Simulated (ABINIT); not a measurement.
Runs of ABINIT 10.8.3 (patched build) on WS2. The structure is trigonal, space group R3m (No. 160). Conventional cell: a = 3.158 Å, b = 3.158 Å, c = 18.490 Å, α = 90.00°, β = 90.00°, γ = 120.00°. W (site symmetry 3m) is surrounded by 6 S at 2.39 to 2.42 Å. S (site symmetry 3m) has 3 W at 2.42 Å as nearest neighbours. S (site symmetry 3m) is surrounded by 3 W at 2.39 Å. Measurements of this composition are mostly on another form, of space group No. 194.

```csv
task,level,potentials or basis,k mesh,cutoff (eV),smearing,k points of the masses,bands of the masses,gap on the mesh (eV),pressure (GPa),largest force (eV/Å)
effective masses,LDA,PseudoDojo NC SR LDA v0.4.1 standard,7 × 7 × 7,816,fixed,"[[0.5, 0.5, 0.5], [-0.25, 0.125, 0.0]]","[[13, 13], [14, 14]]",-,-4.1,0.59
single point,LDA,PseudoDojo NC SR LDA v0.4.1 standard,8 × 8 × 8,816,fermi-dirac 0.05 eV,-,-,1.10,-4.1,0.59
single point,LDA,PseudoDojo NC SR LDA v0.4 stringent,8 × 8 × 8,1578,fermi-dirac 0.05 eV,-,-,1.10,-4.1,0.59
single point,PBEsol,PseudoDojo NC SR PBEsol v0.4 stringent,8 × 8 × 8,844,fermi-dirac 0.05 eV,-,-,1.12,(a),0.60
```

Alike in all rows: no spin polarisation; cell as given.

Q: Estimate the missing entries.

A: (a) -0.7.

Caveats: spin-orbit coupling is left out, which moves the levels of the heavy elements (some runs); the masses are taken at a mesh point that needn't be the band's extremum (some runs); the cutoff is short for stress, so the pressure is rough (some runs).

A k mesh can miss the band edges, and the runs leave out spin-orbit coupling on W.

The runs don't all hold the same shells in valence.
